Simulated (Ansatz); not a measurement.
**AgI, one cell by several methods**

```
Ag I
1.0
     4.58000    0.00000    0.00000
    -2.29000    3.96640    0.00000
     0.00000    0.00000    7.73530
Ag I
2 2
Cartesian
  0.0000 2.6443 0.0000
  2.2900 1.3221 3.8676
  0.0000 2.6443 2.9007
  2.2900 1.3221 6.7684
```

Atom numbers follow the list: Ag1, Ag2, I3, I4.

Conventional cell: a = 4.580 Å, b = 4.580 Å, c = 7.735 Å, α = 90.00°, β = 90.00°, γ = 120.00°. Ag (atom 1) has 4 I at 2.82 to 2.90 Å as nearest neighbours. I (atom 3) has 4 Ag at 2.82 to 2.90 Å as nearest neighbours.

The cell is COD entry 1011050, as deposited and not checked against the literature; nothing was relaxed. It is an old determination, and later ones may differ. The listed cell was then made from it by scaling, straining or moving an atom.

Spin–orbit coupling is left out, though it moves levels of the heavy atoms by tenths of an eV or more.

Methods: DFT, PBE, PAW with Ansatz's default frozen-core files, scalar-relativistic (Ansatz 0.2.0); DFT, PBE, all-electron PAW with datasets made for the crystal, scalar-relativistic (Ansatz 0.2.0); DFT, PBE, all-electron LAPW, scalar-relativistic (Ansatz 0.2.0).

For PAW: a Γ-centred 8×8×4 k mesh, Fermi–Dirac smearing of 0.01 eV, cutoff 420 eV, no spin polarisation. The crystal-made all-electron datasets (AE datasets) take a cutoff of 240 eV at this cell. LAPW targets a basis error of 0.5 meV/atom. The Ansatz runs share mesh, smearing and spin set-up. Plane-wave (PAW) pressures include the program's estimate of the Pulay term.

Stress and pressure are positive in compression.

No spin–orbit coupling: at heavy atoms the gradients can be off by tens of per cent for that reason.

| quantity | PAW | AE datasets | LAPW |
| --- | --- | --- | --- |
| pressure (GPa) | 1.08 | 1.09 | 1.09 |
| stress xx (GPa) | 1.57 | 1.58 | 1.58 |
| stress zz (GPa) | 0.10 | 0.10 | 0.11 |
| force on Ag1, z (eV/Å) | 0.130 | 0.131 | 0.131 |
| force on I3, z (eV/Å) | -0.130 | -0.131 | -0.131 |
| band gap (eV) | 1.330 | 1.331 | 1.331 |
| field gradient Vzz at Ag1 (10²¹ V/m²) | 1.28 | 1.27 | – |
| field gradient Vzz at I3 (10²¹ V/m²) | 0.82 | 0.81 | – |

PAW's pressure differs from the LAPW value by about 0.01 GPa or less. Datasets made for the crystal and LAPW share parts of one code, so their agreement isn't an independent check.
